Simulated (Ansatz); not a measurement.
MgS:

```
S Mg
1.0
     0.00000    2.83312    2.83312
     2.83312    0.00000    2.83312
     2.83312    2.83312    0.00000
S Mg
1 1
Direct
  0.25000 0.25000 0.25000
  0.00000 0.00000 0.00000
```

The cell comes from a database or a generator and needn't be the stable form of this composition.

| Item | Value |
| --- | --- |
| Program | Ansatz 0.2.0 |
| Task | relaxation of cell and atoms |
| Functional | LDA |
| Potentials or basis | all-electron LAPW, scalar-relativistic |
| Basis error allowed | 0.001 eV/atom |
| k mesh | 8 × 8 × 8 |
| Occupations | fermi-dirac, width 0.05 eV |
| Spin | no spin polarisation |

At the start: volume 22.74 Å³/atom.

Where does the relaxation end?

Over 4 steps the energy falls by 5.9 meV/atom and the volume is 21.87 Å³/atom (-3.8 %); space group F-43m (No. 216, to 0.05 Å).

The path:
```tsv
step	energy change (eV)	largest force (eV/Å)	volume (Å³)
1	0.0000	0.0000	45.48
2	-0.0107	0.0000	44.31
3	-0.0119	0.0000	43.75
4	-0.0119	0.0000	43.75
```

Final structure:
```
CELL_PARAMETERS angstrom
0.00000 2.79668 2.79668
2.79668 0.00000 2.79668
2.79668 2.79668 0.00000
ATOMIC_POSITIONS crystal
S 0.25000 0.25000 0.25000
Mg 0.00000 0.00000 0.00000
```
